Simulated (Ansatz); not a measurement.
The system is BN.

```
N B
1.0
     2.49824    0.00000    0.00000
    -1.24912    2.16354    0.00000
     0.00000    0.00000    6.63570
N B
2 2
Cartesian
  1.2491 0.7212 1.6589
  0.0000 1.4424 4.9768
  1.2491 0.7212 4.9768
  0.0000 1.4424 1.6589
```

Program: Ansatz 0.2.0. Alike in all runs: potentials or basis Ansatz PAW; no spin polarisation; cell as given; k mesh 12 × 12 × 4; cutoff (eV) 420. Hardware: 2 threads of Intel(R) Xeon(R) Processor @ 2.50GHz (Skylake/Cascade Lake) (shared host).

Task: Order these runs on this cell by their wall time, lowest first.
A. task single point; level RPBE; smearing gaussian 0.05 eV
B. task Born charges and dielectric tensor; level LDA; smearing fixed
C. task band structure; level BLYP; smearing fermi-dirac 0.05 eV; points for each segment of the path 14

Result: A (1.9 s), C (3.9 s), B (22 s).

Runs at the PBE level aren't shown here.
